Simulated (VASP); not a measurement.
# Sb (Pm-3m) in VASP: a series of runs

One crystal, Sb, is run at these levels: BLYP; tasks: single point, relaxation of cell and atoms.

Everything below comes from runs of VASP 6.6.1. Logs are shortened: lines on timing, memory, paths and dates and some standing lists are left out, and cuts for length are marked.

## 1. The structure

It takes space group Pm-3m (No. 221, cubic). Conventional cell: a = 3.189 Å, b = 3.189 Å, c = 3.189 Å, α = 90.00°, β = 90.00°, γ = 90.00°. Around Sb (site symmetry m-3m) lie 6 Sb at 3.19 Å.

This isn't the form of Sb at room conditions, which is rhombohedral.

## 2. Single point, BLYP

INCAR

```
PREC = Accurate
ENCUT = 520
EDIFF = 1E-6
ISMEAR = -1
SIGMA = 0.1
LREAL = F
LASPH = T
NELM = 60
ALGO = Normal
ISIF = 2
LWAVE = F
LCHARG = F
GGA = B5
ALDAX = 1.0
AGGAX = 1.0
AGGAC = 1.0
ALDAC = 0.0
NBANDS = 8
```

KPOINTS

```
regular mesh
0
Gamma
  16 16 16
```

POSCAR

```
Sb
1.0
    3.1891272082      0.0000000000      0.0000000000
    0.0000000000      3.1891272082      0.0000000000
    0.0000000000      0.0000000000      3.1891272082
Sb
1
Direct
    0.0000000000      0.0000000000      0.0000000000
```

Potentials or basis: VASP PAW PBE potentials, release 64 (Sb).

Run with:

```bash
cat potpaw_PBE.64/Sb/POTCAR > POTCAR
mpirun -np 1 vasp_std > vasp.out
```

OUTCAR:

```text
PREC = Accurate
   ENCUT = 520
   EDIFF = 1E-6
   ISMEAR = -1
   LREAL = F
   LASPH = T
   NELM = 60
   ISIF = 2
   GGA = B5

 ion  position               nearest neighbor table
   1  0.000  0.000  0.000-

  LATTYP: Found a simple cubic cell.
 ALAT       =     3.1891272082

  Lattice vectors:

 A1 = (   3.1891272082,   0.0000000000,   0.0000000000)
 A2 = (   0.0000000000,   3.1891272082,   0.0000000000)
 A3 = (   0.0000000000,   0.0000000000,   3.1891272082)

Analysis of symmetry for initial positions (statically):
=====================================================================
 Subroutine PRICEL returns:
 Original cell was already a primitive cell.

 Routine SETGRP: Setting up the symmetry group for a
 simple cubic supercell.

 Subroutine GETGRP returns: Found 48 space group operations
 (whereof 48 operations were pure point group operations)
 out of a pool of 48 trial point group operations.

The static configuration has the point symmetry O_h .

Analysis of symmetry for dynamics (positions and initial velocities):
=====================================================================
 Subroutine PRICEL returns:
 Original cell was already a primitive cell.

 Routine SETGRP: Setting up the symmetry group for a
 simple cubic supercell.

 Subroutine GETGRP returns: Found 48 space group operations
 (whereof 48 operations were pure point group operations)
 out of a pool of 48 trial point group operations.

The dynamic configuration has the point symmetry O_h .

 Subroutine INISYM returns: Found 48 space group operations
 (whereof 48 operations are pure point group operations),
 and found     1 'primitive' translations

----------------------------------------------------------------------------------------

                                     Primitive cell

  volume of cell :      32.4351

  direct lattice vectors                    reciprocal lattice vectors
     3.189127208  0.000000000  0.000000000     0.313565416  0.000000000  0.000000000
     0.000000000  3.189127208  0.000000000     0.000000000  0.313565416  0.000000000
     0.000000000  0.000000000  3.189127208     0.000000000  0.000000000  0.313565416

  length of vectors
     3.189127208  3.189127208  3.189127208     0.313565416  0.313565416  0.313565416

  position of ions in fractional coordinates (direct lattice)
     0.000000000  0.000000000  0.000000000

  ion indices of the primitive-cell ions
   primitive index   ion index
                 1           1

----------------------------------------------------------------------------------------

 KPOINTS: regular mesh

Automatic generation of k-mesh.
 Grid dimensions read from file:
 generate k-points for:   16   16   16

 Generating k-lattice:

  Cartesian coordinates                     Fractional coordinates (reciprocal lattice)
     0.019597839  0.000000000  0.000000000     0.062500000  0.000000000  0.000000000
     0.000000000  0.019597839  0.000000000     0.000000000  0.062500000  0.000000000
     0.000000000  0.000000000  0.019597839     0.000000000  0.000000000  0.062500000

  Length of vectors
     0.019597839  0.019597839  0.019597839

  Shift w.r.t. Gamma in fractional coordinates (k-lattice)
     0.000000000  0.000000000  0.000000000

 Subroutine IBZKPT returns following result:
 ===========================================

 Found    165 irreducible k-points:

 Following reciprocal coordinates:
            Coordinates               Weight
  0.000000  0.000000  0.000000      1.000000
  0.062500  0.000000  0.000000      6.000000
  0.125000  0.000000  0.000000      6.000000
  0.187500  0.000000  0.000000      6.000000
  0.250000  0.000000  0.000000      6.000000
  0.312500  0.000000  0.000000      6.000000
[... 16 lines left out ...]
  0.437500  0.125000  0.000000     24.000000
  0.500000  0.125000  0.000000     12.000000
 [... further k-points ...]
   k-points           NKPTS =    165   k-points in BZ     NKDIM =    165   number of bands    NBANDS=      8
   number of dos      NEDOS =    301   number of ions     NIONS =      1
   total plane-waves  NPLWV =  13824
   dimension x,y,z NGX =    24 NGY =   24 NGZ =   24
   dimension x,y,z NGXF=    48 NGYF=   48 NGZF=   48
   ions per type =               1
   NGX,Y,Z   is equivalent  to a cutoff of  12.51, 12.51, 12.51 a.u.
   NGXF,Y,Z  is equivalent  to a cutoff of  25.02, 25.02, 25.02 a.u.
 SYSTEM =  unknown system
   PREC   = accura    normal or accurate (medium, high low for compatibility)
   ISTART =      0    job   : 0-new  1-cont  2-samecut
   ICHARG =      2    charge: 1-file 2-atom 10-const
   ISPIN  =      1    spin polarized calculation?
   LNONCOLLINEAR =      F non collinear calculations
   LSORBIT =      F    spin-orbit coupling
   LASPH  =      T    aspherical Exc in radial PAW
   ENCUT  =  520.0 eV  38.22 Ry    6.18 a.u.   5.93  5.93  5.93*2*pi/ulx,y,z
   NELM   =     60;   NELMIN=  2; NELMDL= -5     # of ELM steps
   EDIFF  = 0.1E-05   stopping-criterion for ELM
   LREAL  =      F    real-space projection
   EDIFFG = 0.1E-04   stopping-criterion for IOM
   NSW    =      0    number of steps for IOM
   IBRION =     -1    ionic relax: 0-MD 1-quasi-New 2-CG
   NFREE  =      0    steps in history (QN), initial steepest desc. (CG)
   ISIF   =      2    stress and relaxation
   ISYM   =      2    0-nonsym 1-usesym 2-fastsym
   POTIM  = 0.5000    time-step for ionic-motion
   TEBEG  =    0.0;   TEEND  =   0.0 temperature during run
   PSTRESS=    0.0 pullay stress
   NELECT =       5.0000    total number of electrons
   NUPDOWN=      -1.0000    fix difference up-down
   EMIN   =  10.00;   EMAX   =-10.00  energy-range for DOS
   EFERMI =   0.00;   METHOD = LEGACY
   ISMEAR =    -1;   SIGMA  =   0.10  broadening in eV -4-tet -1-fermi 0-gaus
   EFERMI_NEDOS =   21; number of points for ismear=-14 and -15
   IALGO  =     38    algorithm
   IMIX   =      4    mixing-type and parameters
     AMIX     =   0.40;   BMIX     =  1.00
     AMIX_MAG =   1.60;   BMIX_MAG =  1.00
  volume/ion in A,a.u.               =      32.44       218.88
  Fermi-wavevector in a.u.,A,eV,Ry     =   0.877795  1.658792 10.483611  0.770524
  Thomas-Fermi vector in A             =   1.997793
   LORBIT       =      0    0 simple, 1 ext, 2 COOP (PROOUT), +10 PAW based schemes
   GGA     = B5    functional components
   LHFCALC =     F    Hartree Fock is set to
   AEXX    =    0.0000 exact exchange contribution
   IVDW    =     0    specifies the selected vdW correction
   LEPSILON=     F    determine dielectric tensor
   LRPA    =     F    only Hartree local field effects (RPA)
 non-spin polarized calculation
  energy-cutoff  :      520.00
  volume of cell :       32.44
 maximum number of plane-waves:       912
 NGX is ok and might be reduce to    24
   NGX = 11   NGY = 11   NGZ = 11

 number of electron       5.0000001 magnetization

 Free energy of the ion-electron system (eV)
  ---------------------------------------------------
  ext. energy  EPLUGINS =         0.00000000
  ---------------------------------------------------
  free energy    TOTEN  =        -3.34105654 eV

  energy without entropy =       -3.32113018  energy(sigma->0) =       -3.33109336

 E-fermi :   6.5845     XC(G=0):  -8.6073

 val. band max:        6.5624913201   @ k =   0.1875   0.1875   0.0625
 cond. band min:       6.5999254051   @ k =   0.1875   0.1250   0.1250
 fundamental gap:      0.0374340851
 Fermi energy:         6.5844945490

 k-point     1 :       0.0000    0.0000    0.0000
  band No.  band energies     occupation
      1      -5.2039      2.00000
      2       9.5760      0.00000
      3       9.5760      0.00000
      4       9.5760      0.00000
      5      13.6089      0.00000
      6      13.6089      0.00000
      7      14.7664      0.00000
      8      23.8010      0.00000

 k-point     2 :       0.0625    0.0000    0.0000
  band No.  band energies     occupation
      1      -5.1527      2.00000
      2       8.9348      0.00000
      3       9.6250      0.00000
      4       9.6250      0.00000
      5      13.6512      0.00000
      6      14.0307      0.00000
      7      15.1116      0.00000
      8      23.2508      0.00000

 k-point     3 :       0.1250    0.0000    0.0000
  band No.  band energies     occupation
      1      -5.0006      2.00000
      2       7.6348      0.00005
      3       9.7689      0.00000
      4       9.7689      0.00000
      5      13.7775      0.00000
      6      14.4363      0.00000
      7      16.3774      0.00000
      8      22.2536      0.00000

 k-point     4 :       0.1875    0.0000    0.0000
  band No.  band energies     occupation
      1      -4.7526      2.00000
      2       6.2209      1.94865
      3       9.9977      0.00000
      4       9.9977      0.00000
      5      13.9850      0.00000
      6      14.7377      0.00000
      7      18.0779      0.00000
      8      21.2042      0.00000

 k-point     5 :       0.2500    0.0000    0.0000
  band No.  band energies     occupation
      1      -4.4194      2.00000
      2       4.8650      2.00000
      3      10.2930      0.00000
      4      10.2930      0.00000
      5      14.2676      0.00000
      6      15.0949      0.00000
      7      19.7263      0.00000
      8      20.2016      0.00000

 k-point     6 :       0.3125    0.0000    0.0000
  band No.  band energies     occupation
      1      -4.0232      2.00000
      2       3.6445      2.00000
      3      10.6237      0.00000
      4      10.6237      0.00000
      5      14.6122      0.00000
      6      15.5402      0.00000
      7      19.3045      0.00000
      8      19.3045      0.00000

 k-point     7 :       0.3750    0.0000    0.0000
  band No.  band energies     occupation
      1      -3.6093      2.00000
      2       2.6296      2.00000
      3      10.9417      0.00000
      4      10.9417      0.00000
      5      14.9880      0.00000
      6      16.0830      0.00000
      7      18.5746      0.00000
      8      18.5746      0.00000

 k-point     8 :       0.4375    0.0000    0.0000
  band No.  band energies     occupation
      1      -3.2660      2.00000
      2       1.9214      2.00000
      3      11.1805      0.00000
      4      11.1805      0.00000
      5      15.3217      0.00000
      6      16.7231      0.00000
      7      18.0860      0.00000
      8      18.0860      0.00000

 k-point     9 :       0.5000    0.0000    0.0000
  band No.  band energies     occupation
      1      -3.1257      2.00000
      2       1.6588      2.00000
      3      11.2707      0.00000
      4      11.2707      0.00000
      5      15.4678      0.00000
      6      17.3116      0.00000
      7      17.6940      0.00000
      8      17.9121      0.00000

 k-point    10 :       0.0625    0.0625    0.0000
  band No.  band energies     occupation
      1      -5.1015      2.00000
      2       8.9415      0.00000
      3       9.0276      0.00000
      4       9.6740      0.00000
      5      13.8650      0.00000
      6      14.4014      0.00000
      7      15.3314      0.00000
      8      22.5906      0.00000
[... 78 lines left out ...]
 k-point    18 :       0.1250    0.1250    0.0000
  band No.  band energies     occupation
      1      -4.7973      2.00000
      2       7.7330      0.00002
      3       7.9313      0.00000
      4       9.9620      0.00000
      5      14.2527      0.00000
      6      16.0798      0.00000
      7      16.7665      0.00000
      8      20.3242      0.00000

 k-point    19 :       0.1875    0.1250    0.0000
  band No.  band energies     occupation
      1      -4.5491      2.00000
      2       6.4107      1.70090
      3       8.0761      0.00000
      4      10.1913      0.00000
      5      14.4890      0.00000
      6      16.5195      0.00000
      7      17.9522      0.00000
      8      19.4370      0.00000

 k-point    20 :       0.2500    0.1250    0.0000
  band No.  band energies     occupation
      1      -4.2155      2.00000
      2       5.0580      2.00000
      3       8.3816      0.00000
      4      10.4869      0.00000
      5      14.7929      0.00000
      6      16.5802      0.00000
      7      17.9907      0.00000
      8      20.1754      0.00000

 k-point    21 :       0.3125    0.1250    0.0000
  band No.  band energies     occupation
      1      -3.8187      2.00000
      2       3.8381      2.00000
      3       8.7352      0.00000
      4      10.8181      0.00000
      5      15.1528      0.00000
      6      16.1847      0.00000
      7      17.8511      0.00000
      8      19.4592      0.00000

 k-point    22 :       0.3750    0.1250    0.0000
  band No.  band energies     occupation
      1      -3.4039      2.00000
      2       2.8227      2.00000
      3       9.0884      0.00000
      4      11.1366      0.00000
      5      15.3300      0.00000
      6      15.7882      0.00000
      7      18.0535      0.00000
      8      18.7331      0.00000

 k-point    23 :       0.4375    0.1250    0.0000
  band No.  band energies     occupation
      1      -3.0597      2.00000
      2       2.1136      2.00000
      3       9.3651      0.00000
      4      11.3757      0.00000
      5      14.9301      0.00000
      6      16.1025      0.00000
      7      18.1534      0.00000
      8      18.2467      0.00000

 k-point    24 :       0.5000    0.1250    0.0000
  band No.  band energies     occupation
      1      -2.9188      2.00000
      2       1.8505      2.00000
      3       9.4731      0.00000
      4      11.4660      0.00000
      5      14.7496      0.00000
      6      16.3026      0.00000
      7      18.0566      0.00000
      8      18.0735      0.00000

 [... further k-points ...]

------------------------ aborting loop because EDIFF is reached ----------------------------------------

  FORCE on cell =-STRESS in cart. coord.  units (eV):
  Direction    XX          YY          ZZ          XY          YZ          ZX
  --------------------------------------------------------------------------------------
  -------------------------------------------------------------------------------------
  Total        0.0768984      0.0768984      0.0768984     -0.0000000      0.0000000     -0.0000000
  in kB        3.7985014      3.7985014      3.7985014     -0.0000000      0.0000000     -0.0000000
  external PRESSURE =       3.7985014 kB  Pullay stress =       0.0000000 kB

 VOLUME and BASIS-vectors are now :
 -----------------------------------------------------------------------------
  energy-cutoff  :      520.00
  volume of cell :       32.44
      direct lattice vectors                 reciprocal lattice vectors
     3.189127208  0.000000000  0.000000000     0.313565416  0.000000000  0.000000000
     0.000000000  3.189127208  0.000000000     0.000000000  0.313565416  0.000000000
     0.000000000  0.000000000  3.189127208     0.000000000  0.000000000  0.313565416

 POSITION                                       TOTAL-FORCE (eV/Angst)
 -----------------------------------------------------------------------------------
      0.00000      0.00000      0.00000         0.000000      0.000000      0.000000
 -----------------------------------------------------------------------------------
    total drift:                                0.000000      0.000000     -0.000000

  FREE ENERGIE OF THE ION-ELECTRON SYSTEM (eV)
  ---------------------------------------------------
  free  energy   TOTEN  =        -3.3410565390 eV

  energy  without entropy=       -3.3211301778  energy(sigma->0) =       -3.33109336
```

Wall time 13 s (1 thread of Intel Xeon 6975P-C (Granite Rapids), shared host); peak memory 0.16 GiB.

Results:

- Free energy: -3.3411 eV
- Pressure: 0.4 GPa
- Band gap on the k mesh: none (metal or under the smearing width)

Caveat: the PAW data sets were made with another functional, which shifts forces and pressure a little. The run has no spin-orbit coupling, so splittings on Sb are missing.

## 3. Single point, BLYP

This run uses another cell than the first one, of 33.73 Å³/atom, 1.040 times its volume.

INCAR

```
SYSTEM = Sb
  AGGAC = 1.0
  AGGAX = 1.0
  ALDAC = 0.0
  ALDAX = 1.0
  ALGO = Fast
  EDIFF = 1E-6
  ENCUT = 520
  GGA = B5
  ISIF = 2
  ISMEAR = -1
  LASPH = .True.
  LCHARG = .True.
  LELF = .True.
  LREAL = .False.
  LVHAR = .True.
  LWAVE = .False.
  NBANDS = 8
  NELM = 100
  PREC = Accurate
  SIGMA = 0.1
```

KPOINTS

```
k-points
0
Gamma
  11 11 11
  0 0 0
```

POSCAR

```
Sb
1.0
    3.2310942210      0.0000000000      0.0000000000
    0.0000000000      3.2310942210      0.0000000000
    0.0000000000      0.0000000000      3.2310942210
Sb
1
Direct
    0.0000000000      0.0000000000      0.0000000000
```

Potentials or basis: VASP PAW PBE potentials, release 64 (Sb).

Run with:

```bash
cat potpaw_PBE.64/Sb/POTCAR > POTCAR
mpirun -np 1 vasp_std > vasp.out
```

OUTCAR:

```text
SYSTEM = Sb
   EDIFF = 1E-6
   ENCUT = 520
   GGA = B5
   ISIF = 2
   ISMEAR = -1
   LASPH = .True.
   LREAL = .False.
   NELM = 100
   PREC = Accurate

 ion  position               nearest neighbor table
   1  0.000  0.000  0.000-

  LATTYP: Found a simple cubic cell.
 ALAT       =     3.2310942210

  Lattice vectors:

 A1 = (   3.2310942210,   0.0000000000,   0.0000000000)
 A2 = (   0.0000000000,   3.2310942210,   0.0000000000)
 A3 = (   0.0000000000,   0.0000000000,   3.2310942210)

[... 441 lines left out ...]
      7      17.6711      0.00000
      8      17.7821      0.00000

 [... further k-points ...]

------------------------ aborting loop because EDIFF is reached ----------------------------------------

  FORCE on cell =-STRESS in cart. coord.  units (eV):
  Direction    XX          YY          ZZ          XY          YZ          ZX
  --------------------------------------------------------------------------------------
  -------------------------------------------------------------------------------------
  Total       -0.2042665     -0.2042665     -0.2042665     -0.0000000     -0.0000000      0.0000000
  in kB       -9.7019475     -9.7019475     -9.7019475     -0.0000000     -0.0000000      0.0000000
  external PRESSURE =      -9.7019475 kB  Pullay stress =       0.0000000 kB

 VOLUME and BASIS-vectors are now :
 -----------------------------------------------------------------------------
  energy-cutoff  :      520.00
  volume of cell :       33.73
      direct lattice vectors                 reciprocal lattice vectors
     3.231094221  0.000000000  0.000000000     0.309492677  0.000000000  0.000000000
     0.000000000  3.231094221  0.000000000     0.000000000  0.309492677  0.000000000
     0.000000000  0.000000000  3.231094221     0.000000000  0.000000000  0.309492677

 POSITION                                       TOTAL-FORCE (eV/Angst)
 -----------------------------------------------------------------------------------
      0.00000      0.00000      0.00000         0.000000      0.000000      0.000000
 -----------------------------------------------------------------------------------
    total drift:                               -0.000000      0.000000      0.000000

  FREE ENERGIE OF THE ION-ELECTRON SYSTEM (eV)
  ---------------------------------------------------
  free  energy   TOTEN  =        -3.3339672836 eV

  energy  without entropy=       -3.3109212746  energy(sigma->0) =       -3.32244428
```

stdout:

```text
POSCAR found type information on POSCAR Sb
 POSCAR found :  1 types and       1 ions
 scaLAPACK will be used
 -----------------------------------------------------------------------------
|                                                                             |
|                                                                             |
|     You enforced a specific xc type in the INCAR file but a different       |
|     I HOPE YOU KNOW WHAT YOU ARE DOING!                                     |
|                                                                             |
 -----------------------------------------------------------------------------

 LDA part: xc-table for (Slater(with rela. corr.)+VWN5), standard interpolation
 POSCAR, INCAR and KPOINTS ok, starting setup
 FFT: planning ... GRIDC
 FFT: planning ... GRID_SOFT
 FFT: planning ... GRID
 WAVECAR not read
 entering main loop
```

Wall time 6.7 s (1 thread of Intel Xeon 6975P-C (Granite Rapids), shared host); peak memory 0.14 GiB.

Results:

| Property | Result |
| --- | --- |
| Free energy | -3.3340 eV |
| Pressure | -1.0 GPa |
| Band gap on the k mesh | none (metal or under the smearing width) |

Caveat: the PAW data sets were made with another functional, which shifts forces and pressure a little.

(Continued in part 2 of 2.)
